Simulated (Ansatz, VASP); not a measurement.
Cu in VASP and in Ansatz

```
Cu
1.0
     2.53410    0.00000    0.00000
    -1.26705    2.19459    0.00000
     0.00000    0.00000    4.03032
Cu
2
Direct
  0.33333 0.66667 0.25000
  0.66667 0.33333 0.75000
```

Change from the starting cell: strain -0.0200 x Voigt [0, 0, 1, 0, 0, 0], atoms carried along.

Alike in both runs: task single point; functional PBEsol; k mesh 24 × 24 × 12; occupations gaussian, width 0.15 eV; no spin polarisation.

```csv
,VASP,Ansatz
version,VASP 6.6.1,Ansatz 0.2.0
potentials or method,"VASP PAW PBE potentials, release 64 (Cu)","scalar-relativistic, plane waves, PAW"
plane-wave cutoff (eV),520,420
valence electrons in the cell,22,38
```

Ansatz gave:

```
gap on the k mesh at the Fermi level (eV)       : none
pressure (GPa)                                  : 1.9
largest component of the traceless stress (GPa) : 4.10
```

Which values does VASP return?

gap on the k mesh at the Fermi level (eV): none; pressure (GPa): 2.7; largest component of the traceless stress (GPa): 4.08.

A gap of «none» marks a metal or a gap that the smearing closes. With one functional, cell and mesh, what is left measures potentials, basis and numerics. The two sets of potentials don't hold the same shells in valence.

Caveats: the PAW data sets were made with another functional, which shifts forces and pressure a little (VASP).
